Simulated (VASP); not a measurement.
# TaSi2 (P6_222) in VASP: further runs, part 2 of 2

VASP 6.6.1.

## (3) Core levels, PBE

File INCAR:

```
PREC = Accurate
ENCUT = 520
EDIFF = 1E-6
ISMEAR = 0
SIGMA = 0.02
LREAL = F
LASPH = T
NELM = 60
ALGO = Normal
ISIF = 2
LWAVE = F
LCHARG = F
GGA = PE
ICORELEVEL = 1
```

File KPOINTS:

```
Automatic mesh
0
Gamma
  5 5 3
```

File POSCAR:

```
TaSi2
1.0
    4.7800000000      0.0000000000      0.0000000000
   -2.3900000000      4.1396014301      0.0000000000
    0.0000000000      0.0000000000      6.5640000000
Ta Si
3 6
Direct
    0.0000000000      0.5000000000      0.1666666667
    0.5000000000      0.5000000000      0.8333333333
    0.5000000000      0.0000000000      0.5000000000
    0.3333000000      0.1666500000      0.1666666667
    0.1666500000      0.8333500000      0.8333333333
    0.8333500000      0.6667000000      0.5000000000
    0.6667000000      0.8333500000      0.1666666667
    0.8333500000      0.1666500000      0.8333333333
    0.1666500000      0.3333000000      0.5000000000
```

Potentials or basis: VASP PAW PBE potentials, release 64 (Ta_pv, Si).

On the command line:

```
cat potpaw_PBE.64/Ta_pv/POTCAR potpaw_PBE.64/Si/POTCAR > POTCAR
mpirun -np 1 vasp_std > vasp.out
```

OUTCAR:

```text
PREC = Accurate
   ENCUT = 520
   EDIFF = 1E-6
   ISMEAR = 0
   LREAL = F
   LASPH = T
   NELM = 60
   ISIF = 2
   GGA = PE

 ion  position               nearest neighbor table
   1  0.000  0.500  0.167-   6 2.59   9 2.59   8 2.59   5 2.59   4 2.76   7 2.76   4 2.76   7 2.76
                             7 2.76   4 2.76   3 3.24   3 3.24   2 3.24   2 3.24
   2  0.500  0.500  0.833-   6 2.59   9 2.59   7 2.59   4 2.59   5 2.76   8 2.76   5 2.76   8 2.76
                             8 2.76   5 2.76   3 3.24   3 3.24   1 3.24   1 3.24
   3  0.500  0.000  0.500-   4 2.59   7 2.59   5 2.59   8 2.59   9 2.76   6 2.76   9 2.76   6 2.76
                             9 2.76   6 2.76   2 3.24   1 3.24   2 3.24   1 3.24
   4  0.333  0.167  0.167-   9 2.59   5 2.59   3 2.59   2 2.59   7 2.76   1 2.76   1 2.76   1 2.76
                             7 2.76   7 2.76
   5  0.167  0.833  0.833-   6 2.59   4 2.59   3 2.59   1 2.59   8 2.76   2 2.76   2 2.76   2 2.76
                             8 2.76   8 2.76
   6  0.833  0.667  0.500-   5 2.59   7 2.59   1 2.59   2 2.59   9 2.76   3 2.76   3 2.76   3 2.76
                             9 2.76   9 2.76
   7  0.667  0.833  0.167-   6 2.59   8 2.59   3 2.59   2 2.59   4 2.76   1 2.76   1 2.76   1 2.76
                             4 2.76   4 2.76
   8  0.833  0.167  0.833-   9 2.59   7 2.59   3 2.59   1 2.59   5 2.76   2 2.76   2 2.76   2 2.76
                             5 2.76   5 2.76
   9  0.167  0.333  0.500-   8 2.59   4 2.59   1 2.59   2 2.59   6 2.76   3 2.76   3 2.76   3 2.76
                             6 2.76   6 2.76

  LATTYP: Found a hexagonal cell.
 ALAT       =     4.7800000000
 C/A-ratio  =     1.3732217573

  Lattice vectors:

 A1 = (   4.7800000000,   0.0000000000,   0.0000000000)
 A2 = (  -2.3900000000,   4.1396014301,   0.0000000000)
 A3 = (   0.0000000000,   0.0000000000,   6.5640000000)

Analysis of symmetry for initial positions (statically):
=====================================================================
 Subroutine PRICEL returns:
 Original cell was already a primitive cell.

 Routine SETGRP: Setting up the symmetry group for a
 hexagonal supercell.

 Subroutine GETGRP returns: Found 12 space group operations
 (whereof  4 operations were pure point group operations)
 out of a pool of 24 trial point group operations.

[... 174 lines left out ...]
       5s    -58.2979
   4-  1s  -1771.0808  2s   -124.9248  2p    -80.9594
   5-  1s  -1771.0808  2s   -124.9248  2p    -80.9594
   6-  1s  -1771.0808  2s   -124.9248  2p    -80.9594
   7-  1s  -1771.0808  2s   -124.9248  2p    -80.9594
   8-  1s  -1771.0808  2s   -124.9248  2p    -80.9594
   9-  1s  -1771.0808  2s   -124.9248  2p    -80.9594

 E-fermi :   9.3894     XC(G=0): -12.0875

 val. band max:        9.3816947864   @ k =   0.2000   0.0000   0.3333
 cond. band min:       9.3953334547   @ k =   0.4000  -0.0000   0.0000
 fundamental gap:      0.0136386683
 Fermi energy:         9.3893784987

 k-point     1 :       0.0000    0.0000    0.0000
  band No.  band energies     occupation
      1     -24.9776      2.00000
      2     -24.9776      2.00000
      3     -24.9775      2.00000
      4     -24.8751      2.00000
      5     -24.8751      2.00000
      6     -24.8125      2.00000
[... 254 lines left out ...]
      2     -25.0039      2.00000
      3     -24.9437      2.00000
      4     -24.9032      2.00000
      5     -24.8458      2.00000
      6     -24.8078      2.00000
      7     -24.7856      2.00000
      8     -24.7817      2.00000
      9     -24.7771      2.00000
     10      -2.0766      2.00000
     11      -1.0681      2.00000
     12      -0.4154      2.00000
     13       0.4142      2.00000
     14       1.6629      2.00000
     15       2.4156      2.00000

------------------------ aborting loop because EDIFF is reached ----------------------------------------

  FORCE on cell =-STRESS in cart. coord.  units (eV):
  Direction    XX          YY          ZZ          XY          YZ          ZX
  --------------------------------------------------------------------------------------
  -------------------------------------------------------------------------------------
  Total        2.0998747      2.0998747      4.6499836     -0.0000000      0.0000000      0.0000000
  in kB       25.9029342     25.9029342     57.3597172     -0.0000000      0.0000000      0.0000000
  external PRESSURE =      36.3885286 kB  Pullay stress =       0.0000000 kB

 VOLUME and BASIS-vectors are now :
 -----------------------------------------------------------------------------
  energy-cutoff  :      520.00
  volume of cell :      129.88
      direct lattice vectors                 reciprocal lattice vectors
     4.780000000  0.000000000  0.000000000     0.209205021  0.120784575  0.000000000
    -2.390000000  4.139601430  0.000000000     0.000000000  0.241569150  0.000000000
     0.000000000  0.000000000  6.564000000     0.000000000  0.000000000  0.152346130

 POSITION                                       TOTAL-FORCE (eV/Angst)
 -----------------------------------------------------------------------------------
     -1.19500      2.06980      1.09400        -0.000000      0.000000      0.000000
      1.19500      2.06980      5.47000        -0.000000      0.000000     -0.000000
      2.39000      0.00000      3.28200        -0.000000      0.000000      0.000000
      1.19488      0.68986      1.09400        -0.687607     -0.396990     -0.000000
     -1.19512      3.44974      5.47000        -0.687607      0.396990     -0.000000
      2.39000      2.75987      3.28200         0.000000      0.793980      0.000000
      1.19512      3.44974      1.09400         0.687607      0.396990      0.000000
      3.58512      0.68986      5.47000         0.687607     -0.396990     -0.000000
     -0.00000      1.37973      3.28200        -0.000000     -0.793980      0.000000
 -----------------------------------------------------------------------------------
    total drift:                                0.000000      0.000000      0.000000

  FREE ENERGIE OF THE ION-ELECTRON SYSTEM (eV)
  ---------------------------------------------------
  free  energy   TOTEN  =       -72.0183771751 eV

  energy  without entropy=      -72.0159928071  energy(sigma->0) =      -72.01718499
```

It took 2 min on 1 thread of AMD EPYC 7R43 (Zen 3), shared host; peak memory 0.2 GiB.

Results:

| Item | Value |
| --- | --- |
| Free energy | -72.0184 eV |
| Pressure | 3.6 GPa |
| Largest force | 0.794 eV/Å |
| Band gap on the k mesh | none (metal or under the smearing width) |

Forces on the atoms (eV/Å):
```
Ta   0.000  0.000  0.000
Ta   0.000  0.000  0.000
Ta   0.000  0.000  0.000
Si  -0.688 -0.397  0.000
Si  -0.688  0.397  0.000
Si   0.000  0.794  0.000
Si   0.688  0.397  0.000
Si   0.688 -0.397  0.000
Si   0.000 -0.794  0.000
```

Levels at points of the mesh, in eV from the Fermi level:
| k point | band 25 | band 26 | band 27 | band 28 | band 29 | band 30 | band 31 | band 32 | band 33 | band 34 |
| --- | --- | --- | --- | --- | --- | --- | --- | --- | --- | --- |
| (0.00, 0.00, 0.00) | -2.50 | -2.26 | -2.26 | -2.24 | -1.79 | 0.57 | 3.14 | 3.14 | 3.45 | 3.53 |

Core levels (eV, on the scale of the bands):
| atom | levels |
| --- | --- |
| 1 Ta | 1s -67328.3, 2s -11554.0, 2p -10121.2, 3s -2635.6, 3p -2209.6, 3d -1713.4, 4s -525.7, 4p -386.0, 4d -207.4, 4f -10.0, 5s -58.3 |
| 2 Ta | 1s -67328.3, 2s -11554.0, 2p -10121.2, 3s -2635.6, 3p -2209.6, 3d -1713.4, 4s -525.7, 4p -386.0, 4d -207.4, 4f -10.0, 5s -58.3 |
| 3 Ta | 1s -67328.3, 2s -11554.0, 2p -10121.2, 3s -2635.6, 3p -2209.6, 3d -1713.4, 4s -525.7, 4p -386.0, 4d -207.4, 4f -10.0, 5s -58.3 |
| 4 Si | 1s -1771.1, 2s -124.9, 2p -81.0 |
| 5 Si | 1s -1771.1, 2s -124.9, 2p -81.0 |
| 6 Si | 1s -1771.1, 2s -124.9, 2p -81.0 |

Caveat: the cell's inner coordinates are idealised or old, which leaves forces on the atoms. The run has no spin-orbit coupling, so splittings on Ta are missing.

## (4) For comparison

An earlier run on the cell as given: functional PBE; potentials or basis VASP PAW PBE potentials, release 64 (Ta_pv, Si); cutoff 520 eV; k mesh 7 × 7 × 4; occupations fermi-dirac, width 0.05 eV; no spin polarisation.

- Pressure: 3.6 GPa
- Largest force: 0.790 eV/Å
- Band gap on the k mesh: none (metal or under the smearing width)

## (5) Overview

```csv
task,k mesh,smearing,gap on the mesh (eV),pressure (GPa),largest force (eV/Å)
electric field gradients,5 × 5 × 3,gaussian 0.02 eV,none,3.6,0.79
core levels,5 × 5 × 3,gaussian 0.02 eV,none,3.6,0.79
single point,7 × 7 × 4,fermi-dirac 0.05 eV,none,3.6,0.79
```

Alike in all rows: level PBE; potentials or basis VASP PAW PBE potentials, release 64 (Ta_pv, Si); no spin polarisation; cell as given; cutoff (eV) 520.

Every run on the cell as given and a fine mesh finds a metal.

Caveats: the cell's inner coordinates are idealised or old, which leaves forces on the atoms.

Total energies depend on the potentials used, so only differences within one code and one set of settings carry meaning.
